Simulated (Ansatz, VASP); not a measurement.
**CoSi2: VASP beside Ansatz**

```xyz
6
Lattice="3.7509 0.0000 0.0000 -1.8755 3.2484 0.0000 0.0000 0.0000 18.5940" Properties=species:S:1:pos:R:3 pbc="T T T"
Si    0.0000    0.0000    7.0000
Si    0.0000    2.1656    8.5313
Si    1.8755    1.0828   10.0357
Si    0.0000    0.0000   11.5234
Co    1.8755    1.0828    7.7657
Co    0.0000    2.1656   10.8449
```

Alike in both runs: functional PBE; dispersion D3(BJ); k mesh 9 × 9 × 1; occupations gaussian, width 0.1 eV; no spin polarisation.

Ansatz relaxed the structure, and its values are those at the end. VASP's run is a single point on that final structure, the one shown.

|  | VASP | Ansatz |
| --- | --- | --- |
| version | VASP 6.6.1 | Ansatz 0.2.0 |
| potentials or method | VASP PAW PBE potentials, release 64 (Si, Co) | scalar-relativistic, plane waves, PAW |
| plane-wave cutoff (eV) | 520 | 420 |
| valence electrons in the cell | 34 | 50 |

```tsv
	VASP	Ansatz	Ansatz less VASP
gap on the k mesh at the Fermi level (eV)	none	none	-
rms of the force components (eV/Å)	0.188	0.188	+0.0005
work function, face that differs most (eV)	4.93	4.93	-0.002
```

A gap of «none» marks a metal or a gap that the smearing closes. The two sets of potentials don't hold the same shells in valence.

Spin polarisation is off, so any magnetic state and its effect on volume and gap are missing.
